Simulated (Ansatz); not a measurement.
# Se: stress in a strained cell

Se is deformed so: equal xx and yy strain of -1 %. What stress and forces result, by LAPW, PAW and all-electron datasets made for the crystal?

Program: Ansatz 0.2.0. Level of theory: DFT LDA, scalar-relativistic. These are calculated values, not measurements.

## 1. The structure to begin with

The structure is trigonal, space group P3_121 (No. 152). Conventional cell: a = 4.366 Å, b = 4.366 Å, c = 4.954 Å, α = 90.00°, β = 90.00°, γ = 120.00°. Se (site symmetry 2) has 2 Se at 2.37 Å in its first shell of neighbours.

Structure file:

```cif
data_structure
_symmetry_space_group_name_H-M 'P3_121'
_symmetry_Int_Tables_number 152
_cell_length_a 4.3662
_cell_length_b 4.3662
_cell_length_c 4.9536
_cell_angle_alpha 90.000
_cell_angle_beta 90.000
_cell_angle_gamma 120.000
_cell_volume 81.78
loop_
_atom_site_label
_atom_site_type_symbol
_atom_site_symmetry_multiplicity
_atom_site_Wyckoff_symbol
_atom_site_fract_x
_atom_site_fract_y
_atom_site_fract_z
_atom_site_occupancy
Se1 Se 3 a 0.22540 0.00000 0.33333 1
```

The file gives the conventional cell by its symmetry; the runs use the cell typed in the input.

Atoms are numbered in the order of the input: Se1, Se2, Se3.

## 2. The deformed structure

Space group P3_121 before, P3_121 after.

## 3. Full-potential LAPW

File input.yaml:

```yaml
crystal:
  lattice:
    - [4.3225379494, 0.0, 0.0]
    - [-2.1612689748, 3.7434276731, 0.0]
    - [0.0, 0.0, 4.9536]
  atoms:
    - { symbol: Se, position: [0.2254, 0.0, 0.3333333333] }
    - { symbol: Se, position: [0.0, 0.2254, 0.6666666667] }
    - { symbol: Se, position: [0.7746, 0.7746, 0.0] }
kpoints:
  mp_grid: { grid: [6, 6, 5] }
  band_path:
    path:
      - [0.0, 0.0, 0.0]
      - [0.5, 0.0, 0.0]
      - [0.3333333333, 0.3333333333, 0.0]
      - [0.0, 0.0, 0.0]
      - [0.0, 0.0, 0.5]
      - [0.5, 0.0, 0.5]
      - [0.3333333333, 0.3333333333, 0.5]
      - [0.0, 0.0, 0.5]
      - [0.5, 0.0, 0.5]
    npoints: 5
scf:
  occupations: { method: fermi_dirac, width: 0.03 }
hamiltonian:
  xc: lda
  pseudopotentials: { kind: all_electron, lapw: { basis_error: 0.0005 } }
output:
  forces: true
  stress: true
  eigenvalues: true
```

On the command line:

```
$ ansatz run input.yaml --threads 1 --pin off --max-ram 4096MiB --backend cpu --events-out ev --progress --plain --runs-dir out
```

## 4. Frozen-core PAW

File input.yaml:

```yaml
crystal:
  lattice:
    - [4.3225379494, 0.0, 0.0]
    - [-2.1612689748, 3.7434276731, 0.0]
    - [0.0, 0.0, 4.9536]
  atoms:
    - { symbol: Se, position: [0.2254, 0.0, 0.3333333333] }
    - { symbol: Se, position: [0.0, 0.2254, 0.6666666667] }
    - { symbol: Se, position: [0.7746, 0.7746, 0.0] }
kpoints:
  mp_grid: { grid: [6, 6, 5] }
scf:
  occupations: { method: fermi_dirac, width: 0.03 }
hamiltonian:
  xc: lda
  pseudopotentials: { kind: paw }
output:
  forces: true
  stress: true
  eigenvalues: true
  efg: { contact_densities: true }
  write_density: true
  write_potential: true
  elf: true
  volumetric_format: npy
```

## 5. Datasets made for this crystal

Edit input.yaml of step 4 so:

```diff
@@ -15,3 +15,3 @@
   xc: lda
-  pseudopotentials: { kind: paw }
+  pseudopotentials: { kind: all_electron, datasets: crystal }
 output:
@@ -21,5 +21 @@
   efg: { contact_densities: true }
-  write_density: true
-  write_potential: true
-  elf: true
-  volumetric_format: npy
```

(Steps that only read results are left out.)

Q: Predict the outcome of this session. Wanted: pressure; largest shear or deviatoric stress.

As calculated:

| quantity | value |
| --- | --- |
| pressure | LAPW -0.35, PAW -0.36, crystal datasets -0.35 GPa |
| largest shear or deviatoric stress (LAPW) | 1.06 GPa |

**Reading.** The largest part of the stress beyond the pressure is 1.06 GPa in size, in the zz component; the atoms are carried along and not relaxed. No run of the undeformed cell stands beside it, so pressure and stress hold what the given cell had before the change, as far as its symmetry allows. PAW: stress within 0.01 GPa of LAPW, forces within 2 meV/Å. Crystal datasets: stress within 0.01 GPa of LAPW, forces within 1 meV/Å.
